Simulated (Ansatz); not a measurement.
# Li5SbCl2 (built on the sites of a database entry of Li5NCl2): following an unstable mode, part 3 of 3

Wanted: the energy along a soft mode of Li5SbCl2 (built on the sites of a database entry of Li5NCl2) and the structure at the end.

Ansatz 0.2.0; DFT PBEsol, scalar-relativistic, plane waves, PAW.

So far. Step 5 (Energy along the mode, all amplitudes (two of the runs …): The lowest of the steps tried is at 0.45 Å, 5.22 meV/atom below the parent; the bottom of the well need not coincide with a step. Step 7 (The new phase in its own primitive cell): The largest force component left is 0.21 meV/Å and the pressure is -0.001 GPa, within the tolerances set. The cell now holds 19.40 Å³/atom. The relaxed cell has a = 4.503, c = 26.518 Å (conventional setting).

The structure was built from a prototype and need not be the compound's stable phase.

### 8. Modes of the new phase, k-mesh 6×6×6, occupations fixed

A relaxed structure may still be a saddle point, so its zone-centre modes are computed. The response to a homogeneous field gives the Born charges and the dielectric tensor.

input.yaml

```yaml
crystal:
  lattice:
    - [2.2513632518, 1.2998251795, 8.8392139729]
    - [-2.2513632518, 1.2998251795, 8.8392139729]
    - [0.0, -2.599650359, 8.8392139729]
  atoms:
    - { symbol: Li, position: [0.788857737, 0.788857737, 0.788857737] }
    - { symbol: Li, position: [0.0186887596, 0.0186887596, 0.0186887596] }
    - { symbol: Li, position: [0.1956118533, 0.1956118533, 0.1956118533] }
    - { symbol: Li, position: [0.2899633315, 0.2899633315, 0.2899633315] }
    - { symbol: Li, position: [0.5899746102, 0.5899746102, 0.5899746102] }
    - { symbol: Sb, position: [0.9056759293, 0.9056759293, 0.9056759293] }
    - { symbol: Cl, position: [0.6886473427, 0.6886473427, 0.6886473427] }
    - { symbol: Cl, position: [0.109796859, 0.109796859, 0.109796859] }
kpoints:
  mp_grid: { grid: [6, 6, 6] }
hamiltonian:
  xc: pbesol
scf:
  occupations: { method: fixed }
output:
  eigenvalues: true
phonons:
  method: dfpt
  dielectric: true
  rigid_motions: translations
```

Run with:

```sh
$ ansatz run input.yaml --threads 8 --pin off --max-ram 14336MiB --backend cpu --events-out ev --progress --plain --runs-dir out
```

Numbers of over 12 decimals in the logs are rounded to 6 here.

What it wrote:

```text
[...]
Crystal: 8 atoms, lattice volume = 155.201 Å³
Basis set: ecut = 420 eV, 3029 PW (Γ), exchange–correlation on 128×128×128 points (8 copies of the dense FFT grid, shifted against one another)
Bands: 30, of which v1, the nominal top of the filled ones, is band 22 counted from 1 (21 counted from 0)
Symmetry: 6 space group operations
k-points: 68 of 216 (irreducible under 2 space group operations, time reversal used)
[...]
SCF iter   1: F=—  HF=-9553.848700 eV  |F-HF|=—  |Δ(HF+E_count)|=         —  Δρ=3.21e-3  dr2=2.82e-2  ethr=1.77e-3  ⟨swp⟩=5.2  Hψ=7839  notcnv=0  defer=376
[...]
SCF iter  10: F=-9553.836388 eV  HF=-9553.836388 eV  |F-HF|=3.27e-11  |Δ(HF+E_count)|=  5.60e-10  Δρ=9.01e-8  dr2=2.22e-11  ethr=1.00e-12  ⟨swp⟩=15.2  Hψ=14305  notcnv=0
SCF 1 converged in 10 iterations: F = -9553.836388 eV  dr2 = 2.22e-11
[...]
NSCF: frozen V_eff on 5 k-points
DFPT response loops at Γ: preconditioner auto → Resta (q_TF=auto, 2.211 Å⁻¹)  ε∞=6.9 (no band partly filled); β = 1.00, the filter's whole step (`scf.mixing.beta` (0.50) is not read by the response loops at its default; to damp them type it under 1.00, their step now; it binds the ground state too); Broyden in place of MSR1
── the response to a field inside a basis, on 10×10×10 k-points: an SCF that follows is theirs, and a resumed run solves both again ──
Bands: 23, of which v1, the nominal top of the filled ones, is band 22 counted from 1 (21 counted from 0)
k-points: 110 of 1000 (time reversal used)
[...]
Eigensolver: Dense (110 Hₖ)
SCF iter   1: F=—  HF=-9553.826781 eV  |F-HF|=—  |Δ(HF+E_count)|=         —  Δρ=1.10e-4  dr2=8.09e-6  ethr=1.00e-1
[...]
SCF iter   3: F=-9553.826786 eV  HF=-9553.826786 eV  |F-HF|=1.42e-8  |Δ(HF+E_count)|=   1.47e-6  Δρ=5.75e-6  dr2=6.33e-8  ethr=5.55e-9
SCF 1 converged in 3 iterations: F = -9553.826786 eV  dr2 = 6.33e-8
[...]
WARN: field response: ε∞ stands inside a basis, on 10×10×10 points; the force constants stand on the 6×6×6 k-mesh, whose period is 11.16 times the interband length at k = (0.0000, 0.0000, 0.0000), direct gap 1.262 eV, under 14: take them and everything formed from them as unconverged, and compare with a denser kpoints.mp_grid
SCF converged after 10 iterations
Free energy (F): -9553.836388 eV
[...]
Internal energy: -9553.836388 eV  (E = F + TS)
E sigma→0 (E₀):  -9553.836388 eV
Fermi energy:    4.384914 eV
[...]
--- Band table (eV; the first three rows and the last of 68) ---
  k-point 0: bands = [... 18 lower, 0.0548, 2.7925, 4.3724, 4.3724, 5.6342, 7.3401, 7.3401, 7.6686, ... 4 higher]
  k-point 1: bands = [... 18 lower, 0.0401, 2.7787, 3.3344, 3.9352, 6.0456, 7.2965, 7.9828, 8.1836, ... 4 higher]
  k-point 2: bands = [... 18 lower, -0.0103, 2.0192, 2.9163, 3.3631, 6.5053, 7.0436, 7.8570, 8.3360, ... 4 higher]
  k-point 67: bands = [... 18 lower, 0.0556, 2.5184, 4.3849, 4.3849, 6.5185, 7.2527, 7.4394, 7.4394, ... 4 higher]
[...]
ASR residual: 2.283e-4 → 0.000e0 eV/Å²; symmetrization residual: 6.279e-6 eV/Å²
[...]
ε∞ (high-frequency dielectric tensor):
        4.966583     0.000000     0.000000
        0.000000     4.966583    -0.000000
        0.000000    -0.000000     3.945990
  ε⁰ (static dielectric tensor: ions relaxed, cell fixed):
       17.299894    -0.000000     0.000000
       -0.000000    17.299894    -0.000000
        0.000000    -0.000000    14.193454
  ε⁰ − ε∞ (ionic part):
       12.333310    -0.000000     0.000000
       -0.000000    12.333310    -0.000000
        0.000000    -0.000000    10.247464
  softest optical mode at Γ: 53.08 cm⁻¹; the repairs (sum rule, projections) moved no ω² at Γ by more than (3.85 cm⁻¹)²
  Born effective charges Z* (e; rows j = field, columns β = displacement):
    site 0:
         0.96232    0.00000    0.00000
         0.00000    0.96232   -0.00000
         0.00000   -0.00000    1.61006
    site 1:
         0.92779    0.00000   -0.00000
         0.00000    0.92779   -0.00000
         0.00000   -0.00000    1.41962
    site 2:
         0.86545    0.00000    0.00000
         0.00000    0.86545   -0.00000
         0.00000   -0.00000    0.83995
    site 3:
         1.15167    0.00000    0.00000
         0.00000    1.15167   -0.00000
        -0.00000   -0.00000    0.65509
    site 4:
         0.86029    0.00000    0.00000
         0.00000    0.86029   -0.00000
         0.00000   -0.00000    0.37749
    site 5:
        -2.36506    0.00000    0.00000
         0.00000   -2.36506    0.00000
         0.00000    0.00000   -1.42106
    site 6:
        -1.36028    0.00000   -0.00000
         0.00000   -1.36028    0.00000
         0.00000    0.00000   -1.64423
    site 7:
        -1.04218    0.00000    0.00000
         0.00000   -1.04218    0.00000
        -0.00000    0.00000   -1.83693
  Z* charge neutrality: 2.919e-3 e pre-enforcement
  solved inside a basis spanned on kpoints, on 10×10×10 k-points, its susceptibility summed on 12×12×12: ε∞ is read to err by 1.9e-2, Z* by 1.7e-2 e (field_mesh: kpoints solves on kpoints); Z* is corrected for what the basis lacks
  optical modes at Γ without the LO–TO term, one row a degenerate level:
      ω (cm⁻¹)  modes    IR ((D/Å)²/amu)
         53.08      2             2.5446
        102.79      2             0.2769
        125.34      1             1.0544
        137.85      1             9.0718
        164.92      1             0.2666
        167.26      2             4.1530
        176.85      2            18.1051
[...]
optical modes at Γ + LO–TO along q̂ = [1.0000, 0.0000, 0.0000]:
      ω (cm⁻¹)  modes    IR ((D/Å)²/amu)
[...]
optical modes at Γ + LO–TO along q̂ = [0.0000, 1.0000, 0.0000]:
      ω (cm⁻¹)  modes    IR ((D/Å)²/amu)
[...]
optical modes at Γ + LO–TO along q̂ = [0.0000, 0.0000, 1.0000]:
      ω (cm⁻¹)  modes    IR ((D/Å)²/amu)
[...]
126.51      1             0.0062
        163.63      1             0.0501
        167.26      2             4.1530
        176.85      2            18.1051
        182.46      1             1.0749
        244.15      1             1.3190
        247.78      2             0.1120
        272.67      2             9.3700
        277.73      1             0.3868
        368.17      1            18.1098
        435.32      2             1.9792
        495.78      1             2.9543
```

Wall time 3.9 min (8 threads of Arm Neoverse V1, shared host); peak memory 2.2 GiB.

This step gave:

```yaml
sum_rule_residual_before_enforcement: 2.28e-4 eV/Å²
miss_of_the_charge_sum_rule: 0.002919 e
estimated_error_of_the_dielectric_tensor: 0.01926
estimated_error_of_the_born_charges: 0.01667 e
point_group: 3m
highest_optical_mode_at_the_zone_centre_no_lo_to_term: 489.5 cm⁻¹
lowest_optical_zone_centre_mode: 53.08 cm⁻¹
mean_high_frequency_dielectric_constant: 4.626
largest_born_charge_third_of_the_trace: -2.050 e
mean_static_dielectric_constant: 16.26
top_of_the_zone_centre_spectrum_with_the_field: 495.8 cm⁻¹
```

Patterns of degenerate modes are one choice out of their space. The modes at Γ (shares of kinetic energy by element, %):

| mode | frequency (cm⁻¹) | symmetry | Li % | Sb % | Cl % |
| --- | --- | --- | --- | --- | --- |
| 1 | 0.0 | acoustic | 15 | 54 | 31 |
| 2 | 0.0 | acoustic | 15 | 54 | 31 |
| 3 | 0.0 | acoustic | 15 | 54 | 31 |
| 4 | 53.1 | E | 8 | 28 | 64 |
| 5 | 53.1 | E | 8 | 28 | 64 |
| 6 | 102.8 | E | 2 | 0 | 98 |
| 7 | 102.8 | E | 2 | 0 | 98 |
| 8 | 125.3 | A1 | 19 | 43 | 38 |
| 9 | 137.8 | A1 | 41 | 0 | 59 |
| 10 | 164.9 | A1 | 88 | 0 | 12 |
| 11 | 167.3 | E | 95 | 0 | 5 |
| 12 | 167.3 | E | 95 | 0 | 5 |
| 13 | 176.8 | E | 92 | 7 | 1 |
| 14 | 176.8 | E | 92 | 7 | 1 |
| 15 | 220.8 | A1 | 55 | 0 | 45 |
| 16 | 247.8 | E | 99 | 0 | 1 |
| 17 | 247.8 | E | 99 | 0 | 1 |
| 18 | 270.9 | A1 | 93 | 2 | 4 |
| 19 | 272.7 | E | 90 | 9 | 1 |
| 20 | 272.7 | E | 90 | 9 | 1 |
| 21 | 295.4 | A1 | 93 | 0 | 7 |
| 22 | 435.3 | E | 98 | 2 | 0 |
| 23 | 435.3 | E | 98 | 2 | 0 |
| 24 | 489.5 | A1 | 95 | 0 | 5 |

Displacements in mode 5 (53.1 cm⁻¹), the largest set to 1:
```
Li1  0.00  0.44  0.00
Li2  0.00 -0.01  0.00
Li3  0.00 -0.36  0.00
Li4  0.00 -0.76  0.00
Li5  0.00 -0.51  0.00
Sb6  0.00 -0.49  0.00
Cl7  0.00  1.00  0.00
Cl8  0.00  0.92  0.00
```

Displacements in mode 24 (489.5 cm⁻¹), the largest set to 1:
```
Li1  0.00  0.00  0.05
Li2  0.00  0.00 -0.08
Li3  0.00  0.00  1.00
Li4  0.00  0.00 -0.44
Li5  0.00  0.00 -0.10
Sb6  0.00  0.00  0.00
Cl7  0.00  0.00  0.03
Cl8  0.00  0.00 -0.10
```

Optical modes at the zone centre, without and with the macroscopic field of the longitudinal modes; each column is sorted by frequency, so a row need not hold one and the same mode. Modes with and without the field, by row:

| rank among optical modes | no field (cm⁻¹) | q along (1, 0, 0) (cm⁻¹) | q along (0, 0, 1) (cm⁻¹) |
| --- | --- | --- | --- |
| 1 | 53.1 | 53.1 | 53.1 |
| 2 | 53.1 | 65.3 | 53.1 |
| 3 | 102.8 | 102.8 | 102.8 |
| 4 | 102.8 | 103.6 | 102.8 |
| 5 | 125.3 | 125.3 | 126.5 |
| 6 | 137.8 | 137.8 | 163.6 |
| 7 | 164.9 | 164.9 | 167.3 |
| 8 | 167.3 | 167.3 | 167.3 |
| 9 | 167.3 | 168.9 | 176.8 |
| 10 | 176.8 | 176.8 | 176.8 |
| 11 | 176.8 | 220.8 | 182.5 |
| 12 | 220.8 | 226.1 | 244.2 |
| 13 | 247.8 | 247.8 | 247.8 |
| 14 | 247.8 | 248.1 | 247.8 |
| 15 | 270.9 | 270.9 | 272.7 |
| 16 | 272.7 | 272.7 | 272.7 |
| 17 | 272.7 | 295.4 | 277.7 |
| 18 | 295.4 | 314.2 | 368.2 |
| 19 | 435.3 | 435.3 | 435.3 |
| 20 | 435.3 | 439.9 | 435.3 |
| 21 | 489.5 | 489.5 | 495.8 |

Born charge (rows field, columns displacement) (e), principal values of the symmetric part by kind of site:

| atom | atoms with these values | low | middle | high | mean |
| --- | --- | --- | --- | --- | --- |
| Li1 | 1 | 0.96 | 0.96 | 1.61 | 1.18 |
| Li2 | 1 | 0.93 | 0.93 | 1.42 | 1.09 |
| Li3 | 1 | 0.84 | 0.87 | 0.87 | 0.86 |
| Li4 | 1 | 0.66 | 1.15 | 1.15 | 0.99 |
| Li5 | 1 | 0.38 | 0.86 | 0.86 | 0.70 |
| Sb6 | 1 | -2.37 | -2.37 | -1.42 | -2.05 |
| Cl7 | 1 | -1.64 | -1.36 | -1.36 | -1.45 |
| Cl8 | 1 | -1.84 | -1.04 | -1.04 | -1.31 |

In full for Li2:

```
0.93 0.00 0.00
0.00 0.93 0.00
0.00 0.00 1.42
```

High-frequency dielectric tensor:

```
4.97 0.00 0.00
0.00 4.97 0.00
0.00 0.00 3.95
```

Static dielectric tensor (ions relaxed, fixed cell):

```
17.30  0.00  0.00
 0.00 17.30  0.00
 0.00  0.00 14.19
```

Transverse modes. Lines of the infrared spectrum (strongest = 100):

| position (cm⁻¹) | label | relative intensity |
| --- | --- | --- |
| 53 | E | 14 |
| 103 | E | 1.5 |
| 125 | A1 | 5.8 |
| 138 | A1 | 50 |
| 165 | A1 | 1.5 |
| 167 | E | 23 |
| 177 | E | 100 |
| 221 | A1 | 24 |
| 248 | E | 0.6 |
| 271 | A1 | 11 |
| 273 | E | 52 |
| 295 | A1 | 33 |
| 435 | E | 11 |
| 490 | A1 | 5.8 |

Before it was imposed, the acoustic sum rule was missed by 2.3e-4 eV/Å² and the charge sum rule by 0.0029 e. Small misses are needed for a sound result but don't prove that mesh and cutoff are converged. The lowest optical mode is real, 53.1 cm⁻¹.

The log warns of the k mesh: “the force constants stand on the 6×6×6 k-mesh, whose period is 11.16 times the interband length at k = (0.0000, 0.0000, 0.0000), direct gap 1.262 eV, under 14: take them and everything formed from them as unconverged”.

### 9. Summary of results

```yaml
unstable_mode_of_the_parent: q = (0, 0, 0), 134i cm⁻¹
depth_at_the_lowest_point_sampled: 5.22 meV/atom
largest_atomic_shift_at_that_point: 0.45 Å
space_group_reached_within_0p01_a: R3m
energy_gained_over_the_parent_first_relaxation_on_the_mesh_of_the_frozen_mode: 121 meV/atom
volume_per_atom_phase_reached: 19.4 Å³
gap_on_the_k_mesh_phase_reached: 1.25 eV
lowest_optical_zone_centre_mode_phase_reached: 53.1 cm⁻¹
highest_optical_mode_at_the_zone_centre_no_lo_to_term_phase_reached: 489 cm⁻¹
```

What this shows: Along this mode the structure falls into R3m, 121 meV/atom below the parent. At the parent's cell the well is 5.218 meV/atom deep on the steps tried, with its lowest point at a shift of 0.45 Å. Relaxing atoms and cell changes the gain by +115.98 meV/atom against the lowest step (energies at zero smearing). Most of the total comes from this relaxation. The new phase has no imaginary mode at the zone centre of its cell; other wavevectors were not checked. Of the 2 patterns followed to their end from this parent, this one reaches the lowest energy. Each path keeps the symmetry of its pattern, so a lower phase may lie along a pattern not tried. With the field response the log warns that the k mesh is coarse for the force constants too, so the frequencies may not be converged. With no gap, or one that is small against the smearing, the frequencies hang on the k mesh and the smearing, most of all near Kohn anomalies. Spin-orbit coupling is left out, which can matter for the heavy elements here. The starting cell was built on a prototype and not taken from a measurement, so the phase need not exist.

[Logs are printed without paths, hosts, clocks, repeated set-up lines and the standing remarks that a program may print on its own settings, such as how far it seeks lower states.]

[Hosts, paths, dates, database ids (printed as entryN), source tags and the programs' standing remarks are cut or masked in the printed files.]
